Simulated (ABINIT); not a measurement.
# CuO (Tenorite) (C2/c) in ABINIT: single point with PBE

Aim: the single point of CuO (Tenorite) with PBE.

All numbers are computed with ABINIT 10.8.3 (patched build); they aren't measurements. Logs are shortened: lines on timing, memory, paths and dates and some standing lists are left out, and cuts for length are marked. The log counts tension as positive stress, the text compression.

### Step 1. The crystal as given

Symmetry: C2/c, No. 15, monoclinic system. Conventional cell: a = 4.684 Å, b = 3.423 Å, c = 5.129 Å, α = 90.00°, β = 99.54°, γ = 90.00°. Cu (site symmetry -1) is surrounded by 4 O at 1.95 to 1.96 Å. Around O (site symmetry 2) lie 4 Cu at 1.95 to 1.96 Å.

### Step 2. Single point, PBE

run.abi

```
pp_dirpath "./"
pseudos "Cu.upf, O.upf"

acell 3*1.0
rprim
     4.4254551250    -3.2338883171     0.0000000000
     4.4254551250     3.2338883171     0.0000000000
    -1.6063190351     0.0000000000     9.5579879301
ntypat 2
znucl 29 8
natom 4
typat 1 1 2 2
xcart
     0.7459112866    -0.8556500000     2.5289346974
     1.1709250000     0.8556500000     0.0000000000
     1.7043294299     0.2792841600     3.7934020460
     2.1293431433    -0.2792841600     1.2644673487 Angstrom
chkprim 0
chksymtnons 0
tolsym 1.0e-6

ecut 46.0

kptopt 1
ngkpt 8 8 4
nshiftk 1
shiftk 0.0 0.0 0.0

ixc 11

nband 30
occopt 3
tsmear 0.05 eV

nstep 100
tolvrs 1.0e-10

iomode 3
prtwf 0
prteig 0
prtebands 0
prtden 1
prtvha 1
prtvclmb 1
prtpot 1
prtelf 1
```

Potentials or basis: PseudoDojo NC SR PBE v0.4.1 standard.

Launch:

```sh
> mpirun --bind-to none -np 4 abinit run.abi > log 2>&1
```

run.abo:

```text
.Version 10.8.3 of ABINIT
 Symmetries : space group C2/c (# 15); Bravais mC (1-face-center monocl.)
================================================================================
 Values of the parameters that define the memory need of the present run
     intxc =       0    ionmov =       0      iscf =       7    lmnmax =       6
     lnmax =       6     mgfft =      60  mpssoang =       3    mqgrid =    3001
     natom =       4  nloc_mem =       1    nspden =       1   nspinor =       1
    nsppol =       1      nsym =       4    n1xccc =    2501    ntypat =       2
    occopt =       3   xclevel =       2
       mpw =        4097          nfft =       77760          nkpt =          78
================================================================================
================================================================================

--------------------------------------------------------------------------------
------------- Echo of variables that govern the present computation ------------
--------------------------------------------------------------------------------
 -outvars: echo values of preprocessed input variables --------
            acell      1.0000000000E+00  1.0000000000E+00  1.0000000000E+00 Bohr
              amu      6.35460000E+01  1.59994000E+01
          chkprim           0
      chksymtnons           0
             ecut      4.60000000E+01 Hartree
                       outvar_i_n : Printing only first  50 k-points.
              ixc          11
                       outvar_i_n : Printing only first  50 k-points.
         kptrlatt        8    0    0      0    8    0      0    0    4
          kptrlen      3.87681094E+01
            natom           4
            nband          30
            ngfft          36      36      60
             nkpt          78
            nstep         100
             nsym           4
           ntypat           2
                       prtocc : prtvol=0, do not print more k-points.
           occopt           3
        prtebands           0
           prteig           0
           prtelf           1
           prtpot           1
         prtvclmb           1
           prtvha           1
            prtwf           0
            rprim      4.4254551250E+00 -3.2338883171E+00  0.0000000000E+00
                       4.4254551250E+00  3.2338883171E+00  0.0000000000E+00
                      -1.6063190351E+00  0.0000000000E+00  9.5579879301E+00
          spgroup          15
           tolsym      1.00000000E-06
           tolvrs      1.00000000E-10
           tsmear      1.83746611E-03 Hartree
            typat      1  1  2  2
                       outvars : Printing only first  50 k-points.
           xangst      7.4591128674E-01 -8.5564999943E-01  2.5289346965E+00
                       1.1709249999E+00  8.5564999943E-01  8.8411532828E-10
                       1.7043294294E+00  2.7928416000E-01  3.7934020443E+00
                       2.1293431425E+00 -2.7928416000E-01  1.2644673487E+00
            xcart      1.4095680462E+00 -1.6169441585E+00  4.7789939667E+00
                       2.2127275637E+00  1.6169441585E+00  1.6707358342E-09
                       3.2207158499E+00  5.2777057370E-01  7.1684909492E+00
                       4.0238753674E+00 -5.2777057370E-01  2.3894969842E+00
             xred      5.0000000017E-01  1.6877624166E-10  5.0000000017E-01
                       1.6877619689E-10  5.0000000017E-01  1.7479995229E-10
                       4.1840000011E-01  5.8160000022E-01  7.5000000017E-01
                       5.8160000022E-01  4.1840000011E-01  2.5000000017E-01
            znucl       29.00000    8.00000

================================================================================

 chkinp: Checking input parameters for consistency.

================================================================================
== DATASET  1 ==================================================================

--- !DatasetInfo
iteration_state: {dtset: 1, }
dimensions: {natom: 4, nkpt: 78, mband: 30, nsppol: 1, nspinor: 1, nspden: 1, mpw: 4097, }
cutoff_energies: {ecut:  46.0, pawecutdg:  -1.0, }
electrons: {nelect:   5.00000000E+01, charge:   0.00000000E+00, occopt:   3.00000000E+00, tsmear:   1.83746611E-03, }
meta: {optdriver: 0, ionmov: 0, optcell: 0, iscf: 7, paral_kgb: 0, }
...

 Exchange-correlation functional for the present dataset will be:
  GGA: Perdew-Burke-Ernzerhof functional - ixc=11
  J.P.Perdew, K.Burke, M.Ernzerhof, PRL 77, 3865 (1996)

 Real(R)+Recip(G) space primitive vectors, cartesian coordinates (Bohr,Bohr^-1):
 R(1)=  4.4254551 -3.2338883  0.0000000  G(1)=  0.1129827 -0.1546126  0.0189879
 R(2)=  4.4254551  3.2338883  0.0000000  G(2)=  0.1129827  0.1546126  0.0189879
 R(3)= -1.6063190  0.0000000  9.5579879  G(3)=  0.0000000  0.0000000  0.1046245
 Unit cell volume ucvol=  2.7357691E+02 bohr^3
 Angles (23,13,12)=  9.76901193E+01  9.76901193E+01  7.23147146E+01 degrees

 getcut: wavevector=  0.0000  0.0000  0.0000  ngfft=  36  36  60
         ecut(hartree)=     46.000   => boxcut(ratio)=   2.02805

--- Pseudopotential description ------------------------------------------------
- pspini: atom type   1  psp file is ./Cu.upf
12 -101130 2 -1 1492                          pspcod,pspxc,lmax,lloc,mmax
     nproj     2     2     2

- pspini: atom type   2  psp file is ./O.upf
12 -101130 2 -1 936                           pspcod,pspxc,lmax,lloc,mmax
     nproj     2     2     1

   2.78561417E+03                                ecore*ucvol(ha*bohr**3)
--------------------------------------------------------------------------------

================================================================================

--- !BeginCycle
iteration_state: {dtset: 1, }
solver: {iscf: 7, nstep: 100, nline: 4, wfoptalg: 0, }
tolerances: {tolvrs: 1.00E-10, }
...

     iter   Etot(hartree)      deltaE(h)  residm     vres2
 ETOT  1  -409.20861982268    -4.092E+02 3.458E-01 7.369E+03
 ETOT  2  -407.14471335235     2.064E+00 1.782E-01 2.327E+04
 ETOT  3  -411.87523537109    -4.731E+00 1.134E-01 1.315E+03
 ETOT  4  -412.09115504700    -2.159E-01 3.274E-02 5.187E+02
 ETOT  5  -412.18583096881    -9.468E-02 3.500E-03 1.122E+02
 ETOT  6  -412.21311351630    -2.728E-02 1.427E-03 2.385E+00
 ETOT  7  -412.21362870729    -5.152E-04 8.155E-04 2.544E-01
 ETOT  8  -412.21370002098    -7.131E-05 8.618E-04 7.841E-03
 ETOT  9  -412.21370194060    -1.920E-06 1.028E-03 5.205E-04
 ETOT 10  -412.21370208694    -1.463E-07 8.304E-04 1.155E-05
 ETOT 11  -412.21370209008    -3.137E-09 7.401E-04 2.740E-07
 ETOT 12  -412.21370209015    -7.390E-11 4.835E-04 5.096E-09
 ETOT 13  -412.21370209015    -1.535E-12 3.666E-04 2.918E-11

 At SCF step   13       vres2   =  2.92E-11 < tolvrs=  1.00E-10 =>converged.

 Compute ELF
--------------------------------------------------------------------------------

 Compute kinetic energy density

 Compute gradient of the electron density
 Electron Localization Function (ELF) [min:0;max:1]
)     Maximum=    8.5909E-01  at reduced coord.    0.4444    0.4167    0.6833
)     Minimum=    1.0028E-03  at reduced coord.    0.5833    0.4167    0.2500
   Integrated=    7.4328E+01

--------------------------------------------------------------------------------
 End of ELF section

 Cartesian components of stress tensor (hartree/bohr^3)
  sigma(1 1)= -1.76234630E-04  sigma(3 2)=  0.00000000E+00
  sigma(2 2)= -2.34006660E-04  sigma(3 1)=  3.38496700E-05
  sigma(3 3)= -1.54477313E-04  sigma(2 1)=  0.00000000E+00

--- !ResultsGS
iteration_state: {dtset: 1, }
comment   : Summary of ground state results
lattice_vectors:
- [  4.4254551,  -3.2338883,   0.0000000, ]
- [  4.4254551,   3.2338883,   0.0000000, ]
- [ -1.6063190,   0.0000000,   9.5579879, ]
lattice_lengths: [   5.48112,    5.48112,    9.69203, ]
lattice_angles: [ 97.690,  97.690,  72.315, ] # degrees, (23, 13, 12)
lattice_volume:   2.7357691E+02
convergence: {deltae: -1.535E-12, res2:  2.918E-11, residm:  3.666E-04, diffor: null, }
etotal    :  -4.12213702E+02
entropy   :   0.00000000E+00
fermie    :   2.60183027E-01
cartesian_stress_tensor: # hartree/bohr^3
- [ -1.76234630E-04,   0.00000000E+00,   3.38496700E-05, ]
- [  0.00000000E+00,  -2.34006660E-04,   0.00000000E+00, ]
- [  3.38496700E-05,   0.00000000E+00,  -1.54477313E-04, ]
pressure_GPa:   5.5382E+00
xred      :
- [  5.0000E-01,   1.6878E-10,   5.0000E-01, Cu]
- [  1.6878E-10,   5.0000E-01,   1.7480E-10, Cu]
- [  4.1840E-01,   5.8160E-01,   7.5000E-01,  O]
- [  5.8160E-01,   4.1840E-01,   2.5000E-01,  O]
cartesian_forces: # hartree/bohr
- [ -0.00000000E+00,  -0.00000000E+00,  -0.00000000E+00, ]
- [ -0.00000000E+00,  -0.00000000E+00,  -0.00000000E+00, ]
- [ -4.07131299E-20,  -5.59389907E-03,  -1.02992140E-20, ]
- [  4.07131299E-20,   5.59389907E-03,   1.02992140E-20, ]
force_length_stats: {min:   0.00000000E+00, max:   5.59389907E-03, mean:   2.79694953E-03, }
...

 Integrated electronic density in atomic spheres:
 ------------------------------------------------
 Atom  Sphere_radius  Integrated_density
    1        2.00000         17.29870380
    2        2.00000         17.29870380
    3        2.00000          6.20339868
    4        2.00000          6.20339868
================================================================================

 ----iterations are completed or convergence reached----

 Mean square residual over all n,k,spin=   17.000E-08; max=  36.655E-05
 reduced coordinates (array xred) for    4 atoms
       0.500000000169      0.000000000169      0.500000000175
       0.000000000169      0.500000000169      0.000000000175
       0.418400000114      0.581600000223      0.750000000175
       0.581600000223      0.418400000114      0.250000000175
 rms dE/dt=  1.0444E-02; max dE/dt=  1.8090E-02; dE/dt below (all hartree)
    1       0.000000000000      0.000000000000      0.000000000000
    2       0.000000000000      0.000000000000      0.000000000000
    3      -0.018090044849      0.018090044849      0.000000000000
    4       0.018090044849     -0.018090044849      0.000000000000

 cartesian coordinates (angstrom) at end:
    1      0.74591128674051    -0.85564999942690     2.52893469651588
    2      1.17092499985949     0.85564999942690     0.00000000088412
    3      1.70432942939860     0.27928416000000     3.79340204433177
    4      2.12934314251757    -0.27928416000000     1.26446734870000

 cartesian forces (hartree/bohr) at end:
    1     -0.00000000000000    -0.00000000000000    -0.00000000000000
    2     -0.00000000000000    -0.00000000000000    -0.00000000000000
    3     -0.00000000000000    -0.00559389906989    -0.00000000000000
    4      0.00000000000000     0.00559389906989     0.00000000000000
 frms,max,avg= 2.2836997E-03 5.5938991E-03   0.000E+00  0.000E+00  0.000E+00 h/b

 cartesian forces (eV/Angstrom) at end:
    1     -0.00000000000000    -0.00000000000000    -0.00000000000000
    2     -0.00000000000000    -0.00000000000000    -0.00000000000000
    3     -0.00000000000000    -0.28764985562291    -0.00000000000000
    4      0.00000000000000     0.28764985562291     0.00000000000000
 frms,max,avg= 1.1743256E-01 2.8764986E-01   0.000E+00  0.000E+00  0.000E+00 e/A
 length scales=  1.000000000000  1.000000000000  1.000000000000 bohr
              =  0.529177210544  0.529177210544  0.529177210544 angstroms
 Fermi (or HOMO) energy (hartree) =   0.26018   Average Vxc (hartree)=  -0.45260
 Eigenvalues (hartree) for nkpt=  78  k points:
 kpt#   1, nband= 30, wtk=  0.00391, kpt=  0.0000  0.0000  0.0000 (reduced coord)
  -3.87632   -3.87630   -2.31738   -2.31736   -2.31594   -2.31564   -2.30059   -2.30057
  -0.47401   -0.42485   -0.04261    0.05346    0.06855    0.13958    0.14319    0.14334
   0.14917    0.15268    0.15893    0.16619    0.17457    0.18101    0.18339    0.20128
   0.26741    0.29402    0.32179    0.47984    0.55719    0.74947
      occupation numbers for kpt#   1
   2.00000    2.00000    2.00000    2.00000    2.00000    2.00000    2.00000    2.00000
   2.00000    2.00000    2.00000    2.00000    2.00000    2.00000    2.00000    2.00000
   2.00000    2.00000    2.00000    2.00000    2.00000    2.00000    2.00000    2.00000
   0.03842    0.00000    0.00000    0.00000    0.00000    0.00000
 prteigrs : prtvol=0 or 1, do not print more k-points.

--- !EnergyTerms
iteration_state     : {dtset: 1, }
comment             : Components of total free energy in Hartree
kinetic             :  1.96420205499788E+02
hartree             :  1.35480615298317E+02
xc                  : -5.49402538092458E+01
Ewald energy        : -2.48584466500727E+02
psp_core            :  1.01821978328697E+01
local_psp           : -3.78693008458843E+02
non_local_psp       : -7.20783287411435E+01
internal            : -4.12213038878984E+02
'-kT*entropy'       : -6.63211170334785E-04
total_energy        : -4.12213702090155E+02
total_energy_eV     : -1.12169062634609E+04
band_energy         : -4.08791665912759E+01
...

 Cartesian components of stress tensor (hartree/bohr^3)
  sigma(1 1)= -1.76234630E-04  sigma(3 2)=  0.00000000E+00
  sigma(2 2)= -2.34006660E-04  sigma(3 1)=  3.38496700E-05
  sigma(3 3)= -1.54477313E-04  sigma(2 1)=  0.00000000E+00

-Cartesian components of stress tensor (GPa)         [Pressure=  5.5382E+00 GPa]
- sigma(1 1)= -5.18500182E+00  sigma(3 2)=  0.00000000E+00
- sigma(2 2)= -6.88471364E+00  sigma(3 1)=  9.95891675E-01
- sigma(3 3)= -4.54487947E+00  sigma(2 1)=  0.00000000E+00

== END DATASET(S) ==============================================================
================================================================================

 -outvars: echo values of variables after computation  --------
            acell      1.0000000000E+00  1.0000000000E+00  1.0000000000E+00 Bohr
           etotal     -4.1221370209E+02
            fcart     -0.0000000000E+00 -0.0000000000E+00 -0.0000000000E+00
                      -0.0000000000E+00 -0.0000000000E+00 -0.0000000000E+00
                      -4.0713129942E-20 -5.5938990699E-03 -1.0299214048E-20
                       4.0713129942E-20  5.5938990699E-03  1.0299214048E-20
            rprim      4.4254551250E+00 -3.2338883171E+00  0.0000000000E+00
                       4.4254551250E+00  3.2338883171E+00  0.0000000000E+00
                      -1.6063190351E+00  0.0000000000E+00  9.5579879301E+00
           strten     -1.7623462989E-04 -2.3400666018E-04 -1.5447731337E-04
                       0.0000000000E+00  3.3849670004E-05  0.0000000000E+00
           xangst      7.4591128674E-01 -8.5564999943E-01  2.5289346965E+00
                       1.1709249999E+00  8.5564999943E-01  8.8411532828E-10
                       1.7043294294E+00  2.7928416000E-01  3.7934020443E+00
                       2.1293431425E+00 -2.7928416000E-01  1.2644673487E+00
             xred      5.0000000017E-01  1.6877624166E-10  5.0000000017E-01
                       1.6877619689E-10  5.0000000017E-01  1.7479995229E-10
                       4.1840000011E-01  5.8160000022E-01  7.5000000017E-01
                       5.8160000022E-01  4.1840000011E-01  2.5000000017E-01
 Calculation completed.
```

It took 1.8 min on 4 MPI ranks of Arm Neoverse V1, shared host; peak memory 0.44 GiB.

Results:

```yaml
Free_energy: -11216.9063 eV
Pressure: 5.5 GPa
Largest_force: 0.288 eV/Å
Band_gap_on_the_k_mesh: none (metal or under the smearing width)
Valence_electrons_inside_the_program's_atomic_spheres: Cu 17.30; O 6.20
```

Forces on the atoms (eV/Å):
```
Cu   0.000  0.000  0.000
Cu   0.000  0.000  0.000
O    0.000 -0.288  0.000
O    0.000  0.288  0.000
```

Stress tensor (GPa, compression positive):
```
 5.18  0.00 -1.00
 0.00  6.88  0.00
-1.00  0.00  4.54
```

Caveat: the run has no spin polarisation, though such a crystal can be magnetic; semilocal functionals often make such compounds metallic where correlation or magnetic order opens a gap, which also shifts bond lengths.
